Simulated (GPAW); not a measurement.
The system is CdTe.

```xyz
2
Lattice="0.0000 3.2050 3.2050 3.2050 0.0000 3.2050 3.2050 3.2050 0.0000" Properties=species:S:1:pos:R:3 pbc="T T T"
Te    4.8075    4.8075    4.8075
Cd    0.0000    0.0000    0.0000
```

Base run:

| Item | Value |
| --- | --- |
| Program | GPAW 26.7.0 |
| Functional | RPBE |
| Potentials or basis | the program's PAW data sets (release 1.2.1) made for this functional |
| Cutoff | 450 eV |
| Basis | pw |
| k mesh | 6 × 6 × 6 |
| Occupations | fermi-dirac, width 0.001 eV |
| Spin | no spin polarisation |

Its results: band gap on the k mesh 1.02 eV, direct; electronic dielectric tensor (diagonal) 7.38.

**Question.** The run is repeated on the same cell with these changes: functional from RPBE to AM05; potentials or basis from the program's PAW data sets (release 1.2.1) made for this functional to PAW data sets generated in the run's folder for this functional. What comes out?

**Answer.** Band gap on the k mesh 0.84 eV, direct; electronic dielectric tensor (diagonal) 7.91.

Caveats: the long-wavelength limit can be off by several per cent where d states take part; spin-orbit coupling is left out, which moves the levels of the heavy elements.

A k mesh can miss the band edges.
